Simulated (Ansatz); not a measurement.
A 12-atom cell of SiO2 (P6_322) from a materials database was relaxed with 3 functionals in Ansatz, cell and atoms free, the symmetry of the start kept (meshes: PBE 6×6×4, r2SCAN 6×6×4, PBEsol 6×6×4). (Simulation; spin polarisation is off.)

The r2SCAN result:
```cif
data_structure
_symmetry_space_group_name_H-M 'P 1'
_symmetry_Int_Tables_number 1
_cell_length_a 5.0355
_cell_length_b 5.0355
_cell_length_c 8.5652
_cell_angle_alpha 90.000
_cell_angle_beta 90.000
_cell_angle_gamma 120.000
_cell_volume 188.09
loop_
_atom_site_label
_atom_site_type_symbol
_atom_site_fract_x
_atom_site_fract_y
_atom_site_fract_z
_atom_site_occupancy
Si1 Si 0.66667 0.33333 0.93704 1
Si2 Si 0.66667 0.33333 0.56296 1
Si3 Si 0.33333 0.66667 0.06296 1
Si4 Si 0.33333 0.66667 0.43704 1
O1 O 0.00000 0.41318 0.00000 1
O2 O 0.41318 0.41318 0.50000 1
O3 O 0.58682 0.00000 0.50000 1
O4 O 0.58682 0.58682 0.00000 1
O5 O 0.00000 0.58682 0.50000 1
O6 O 0.66667 0.33333 0.75000 1
O7 O 0.33333 0.66667 0.25000 1
O8 O 0.41318 0.00000 0.00000 1
```

It is hexagonal, P6_322 (No. 182); conventional cell a = 5.036 Å, c = 8.565 Å, 15.67 Å³ an atom. Around Si lie 4 O at 1.60–1.61 Å; around O lie 2 Si at 1.61 Å; around O lie 2 Si at 1.60 Å.

Task: Order the functionals by the relaxed volume, smallest first.
A. PBEsol
B. PBE
C. r2SCAN

Result: C (15.67 Å³/atom), A (15.90 Å³/atom), B (16.19 Å³/atom).

Task: How does the cell change with PBE?

Result: a = 5.099 Å, c = 8.629 Å; the volume differs by +3.3 % from r2SCAN's. Around Si lie 4 O at 1.62 Å; around O lie 2 Si at 1.62 Å.

Task: How does the cell change with PBEsol?

Result: a = 5.063 Å, c = 8.594 Å; the volume differs by +1.5 % from r2SCAN's. Si has 4 O at 1.61–1.62 Å; O has 2 Si at 1.62 Å; O has 2 Si at 1.61 Å.

Task: Held at the r2SCAN cell, what mean stress does PBE find, and does its sign point to its own minimum?

Result: Yes. PBE +4.10 GPa, and its relaxed volume is +3.3 % from r2SCAN's. Compression counts positive, so a positive stress asks for a larger cell.
